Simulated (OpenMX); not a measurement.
The system is AlNi.

```
Ni Al
1.0
     2.88100    0.00000    0.00000
     0.00000    2.88100    0.00000
     0.00000    0.00000    2.88100
Ni Al
1 1
Direct
  0.50000 0.50000 0.50000
  0.00000 0.00000 0.00000
```

Program: OpenMX 3.8.5. Alike in all runs: task band structure; spin collinear, ferromagnetic start; cell as given; smearing fermi-dirac 0.05 eV.

**Question.** Order these runs on this cell by their pressure, lowest first.
A. level PBE; potentials or basis OpenMX 2013 PBE set, Ni6.0H-s3p2d2f1, Al7.0-s3p2d2, grid cutoff 500 Ry; k mesh 9 × 9 × 9
B. level PBE; potentials or basis OpenMX 2013 PBE set, Ni6.0H-s3p2d2, Al7.0-s2p2d1, grid cutoff 500 Ry; k mesh 7 × 7 × 7
C. level LDA; potentials or basis OpenMX 2013 LDA set, Ni6.0H-s3p2d2, Al7.0-s2p2d1, grid cutoff 500 Ry; k mesh 7 × 7 × 7

**Answer.** C (-7.3 GPa), A (2.0 GPa), B (3.7 GPa).

Caveats: the basis of atomic orbitals isn't converged, which shifts pressures, moduli and gaps.

Not every run made on this cell is shown here.
